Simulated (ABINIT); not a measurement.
Runs of ABINIT 10.8.3 (patched build) on Au. It takes space group Fm-3m (No. 225, cubic). Conventional cell: a = 4.070 Å, b = 4.070 Å, c = 4.070 Å, α = 90.00°, β = 90.00°, γ = 90.00°. Au (site symmetry m-3m) has 12 Au at 2.88 Å as nearest neighbours. 

```csv
task,level,potentials or basis,k mesh,cutoff (eV),fine-grid cutoff,mesh quality,gap on the mesh (eV),pressure (GPa),V0 of scaled cells (Å³/atom),B0 (GPa)
band structure,PBE,JTH PAW PBE v2.0,11 × 11 × 11,680,1278.94 eV,not flagged,none,11.0,-,-
band structure,revPBE,JTH PAW PBE v2.0,11 × 11 × 11,680,1278.94 eV,not flagged,none,13.9,-,-
band structure,HCTH407,PseudoDojo NC SR PBE v0.4.1 standard,11 × 11 × 11,1034,-,not flagged,none,(b),-,-
band structure,BLYP,PseudoDojo NC SR PBE v0.4.1 standard,11 × 11 × 11,1034,-,not flagged,none,22.2,-,-
band structure,LDA-VWN,JTH PAW LDA v2.0,11 × 11 × 11,680,1278.94 eV,not flagged,none,-3.0,-,-
band structure,AM05,PseudoDojo NC SR PBEsol v0.4.1 standard,11 × 11 × 11,1034,-,not flagged,none,0.6,-,-
band structure,SCAN,JTH PAW PBE v2.0,11 × 11 × 11,816,1414.99 eV,not flagged,none,-,-,-
band structure,PBE,SPMS NC PBE v1.0,11 × 11 × 11,816,-,not flagged,none,10.9,-,-
single point,PBE,JTH PAW PBE v2.0,14 × 14 × 14,680,1278.94 eV,not flagged,none,11.0,-,-
equation of state,LDA,JTH PAW LDA v2.0,11 × 11 × 11,844,1442.2 eV,not flagged,-,-,16.60,(a)
single point,LDA,JTH PAW LDA v2.0,7 × 7 × 7,680,1278.94 eV,coarse,none,-3.1,-,-
equation of state,SOGGA,JTH PAW PBE v2.0,11 × 11 × 11,680,1278.94 eV,not flagged,-,-,16.81,187
```

Alike in all rows: no spin polarisation; cell as given; smearing fermi-dirac 0.05 eV.

Question: Estimate the missing entries.

Answer: (a) 196; (b) 10.2.

Caveats: some runs use coarse meshes; the PAW data sets were made with another functional, which shifts forces and pressure a little (some runs); the potentials were made for another functional, which shifts forces and pressure (some runs); pressures at fixed basis lie under the slope of the energies (some runs); so large a pressure means that the cell lies far from this level's equilibrium, or that cutoff or potentials fall short (some runs).

A k mesh can miss the band edges, and the runs leave out spin-orbit coupling on Au.

A gap of «none» marks a metal or a gap under the smearing width.

Not every run made on this cell is shown here.
